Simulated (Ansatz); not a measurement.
From input file to script: BN, space group Cc in Ansatz 0.2.0.

```yaml
crystal:
  lattice:
    - [1.643821, -4.715535, 0.0]
    - [1.643821, 4.715535, 0.0]
    - [-1.192931, 0.0, 4.181743]
  atoms:
    - { symbol: B, position: [0.4344, 0.566427, 0.000204] }
    - { symbol: B, position: [0.566427, 0.4344, 0.500204] }
    - { symbol: B, position: [0.176999, 0.564202, 0.491821] }
    - { symbol: B, position: [0.564202, 0.176999, 0.991821] }
    - { symbol: "N", position: [0.38574, 0.778339, 0.840783] }
    - { symbol: "N", position: [0.778339, 0.38574, 0.340783] }
    - { symbol: "N", position: [0.379906, 0.511787, 0.321093] }
    - { symbol: "N", position: [0.511787, 0.379906, 0.821093] }
basis:
  ecutwfc: 470.0
kpoints:
  mp_grid:
    grid: [6, 6, 4]
hamiltonian:
  xc: lda
scf:
  occupations:
    method: fixed
output:
  band_densities:
    - { bands: [v2, v1] }
    - { bands: [c1, c2] }
```

`run_partial.py`:
```python
"""Where the band-edge states of BN lie."""

import itertools
import warnings

import ansatz as az
import numpy as np

CUTOFF = 470
K_LENGTH = 17
OCCUPATIONS = "fixed"


def main() -> None:
    crystal = (
        az.Lattice.of((1.643821, -4.715535, 0.0), (1.643821, 4.715535, 0.0), (-1.192931, 0.0, 4.181743))
        .atom("B", (0.4344, 0.566427, 0.000204))
        .atom("B", (0.566427, 0.4344, 0.500204))
        .atom("B", (0.176999, 0.564202, 0.491821))
        .atom("B", (0.564202, 0.176999, 0.991821))
        .atom("N", (0.38574, 0.778339, 0.840783))
        .atom("N", (0.778339, 0.38574, 0.340783))
        .atom("N", (0.379906, 0.511787, 0.321093))
        .atom("N", (0.511787, 0.379906, 0.821093))
    )

    calc = (
        crystal.calculation()
        .functional(az.Functional.LDA)
        .basis(CUTOFF)
        .kpoints(length=K_LENGTH)
        .occupations(OCCUPATIONS)
        .band_densities([("v2", "v1"), ("c1", "c2")])
    )
    with warnings.catch_warnings(record=True) as caught:
        warnings.simplefilter("always")
        out = calc.run(threads=1)
    print("warnings raised:", sorted(w.category.__name__ for w in caught) or "none")
    summary = out.report
    # share of each window within a sphere about each atom, summed on the grid
    cell = np.asarray(out.lattice.cell_ang)
    for names, window in zip([("v2", "v1"), ("c1", "c2")], out.band_densities().windows):
        density = window.outcome.density
        rho = density.channels[0].density_e_per_ang3
        axes = density.fft_grid_basis @ cell
        points = np.stack(np.meshgrid(*(np.arange(n) / n for n in rho.shape), indexing="ij"), axis=-1)
        print("bands", names, "electrons", np.round(window.outcome.n_electrons, 3), "peak", round(float(rho.max()), 3), "e/A^3")
        for index, site in enumerate(out.lattice.sites):
            offset = points - np.asarray(site.position_ang) @ np.linalg.inv(axes)
            offset -= np.round(offset)
            distance = np.min([np.linalg.norm((offset + image) @ axes, axis=-1) for image in itertools.product((-1, 0, 1), repeat=3)], axis=0)
            print(f"   {index} {site.symbol:2s} {100 * rho[distance < 1.0].sum() / rho.sum():5.1f} % within 1.0 A")


if __name__ == "__main__":
    main()
```

```console
$ python run_partial.py
warnings raised: none
bands ('v2', 'v1') electrons [4.] peak 1.402 e/A^3
   0 B    4.4 % within 1.0 A
   1 B    4.4 % within 1.0 A
   2 B    4.3 % within 1.0 A
   3 B    4.3 % within 1.0 A
   4 N   17.6 % within 1.0 A
   5 N   17.6 % within 1.0 A
   6 N   17.6 % within 1.0 A
   7 N   17.6 % within 1.0 A
bands ('c1', 'c2') electrons [4.] peak 0.597 e/A^3
   0 B   11.9 % within 1.0 A
   1 B   11.9 % within 1.0 A
   2 B   13.5 % within 1.0 A
   3 B   13.5 % within 1.0 A
   4 N    6.6 % within 1.0 A
   5 N    6.6 % within 1.0 A
   6 N    5.1 % within 1.0 A
   7 N    5.1 % within 1.0 A
```

What to keep in mind:
- The structure comes from a database of computed cells and needn't be a stable or known phase.
- The windows are summed over all k-points with every state counted as full, the empty ones too; where a window cuts a degenerate level its bands share the weight. Values near the nuclei depend on the potentials. Spheres that overlap count density twice, so shares are no populations.
- Finished in 9.7 s on 1 thread of Arm Neoverse V1, on a shared host, peak memory 0.39 GiB.

(Lines on the test bed's own set-up are left out of the output.)
